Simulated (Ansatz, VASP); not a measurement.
# BaTiO3: VASP beside Ansatz

```
Ba Ti O
1.0
     3.99980    0.00000    0.00000
     0.00000    3.99980    0.00000
     0.00000    0.00000    4.01800
Ba Ti O
1 1 3
Cartesian
  0.0000 0.0000 0.0000
  1.9999 1.9999 1.9688
  0.0000 1.9999 2.0773
  1.9999 0.0000 2.0773
  1.9999 1.9999 0.0763
```

Alike in both runs: task band structure; functional BLYP; k mesh 7 × 7 × 7; occupations fermi-dirac, width 0.05 eV; no spin polarisation.

```csv
,VASP,Ansatz
version,VASP 6.6.1,Ansatz 0.2.0
potentials or method,"VASP PAW PBE potentials, release 64 (Ba_sv, Ti_sv, O)",Ansatz PAW
plane-wave cutoff (eV),520,420
valence electrons in the cell,40,40
```

VASP gave:

* gap on the k mesh at the Fermi level (eV): 1.89
* least direct gap on the mesh (eV): 2.08
* gap along the band path (eV): 1.79
* pressure (GPa): 9.9
* largest component of the traceless stress (GPa): 0.68
* rms of the force components (eV/Å): 0.071

**Question.** What did Ansatz give for the same quantities?

**Answer.** gap on the k mesh at the Fermi level (eV): 1.96; least direct gap on the mesh (eV): 2.11; gap along the band path (eV): 1.86; pressure (GPa): 8.0; largest component of the traceless stress (GPa): 0.59; rms of the force components (eV/Å): 0.086.

Atom by atom the forces differ by 0.029 eV/Å (rms over components). With one functional, cell and mesh, what is left measures potentials, basis and numerics.

Caveats: spin-orbit coupling is left out, which moves the levels of the heavy elements; the PAW data sets were made with another functional, which shifts forces and pressure a little (VASP); the mesh misses the band edges, which the band path finds closer together (VASP); the k mesh misses the band edges, so the gap on the mesh is wider than the one along the path (Ansatz); the pressure holds a Pulay correction of +0.6 GPa for the finite cutoff (Ansatz); the PAW data sets come from PBE, with cores solved anew for the run's functional, which leaves a small shift of forces and pressure (Ansatz). BLYP gaps usually lie below the measured ones, often by a third to a half.
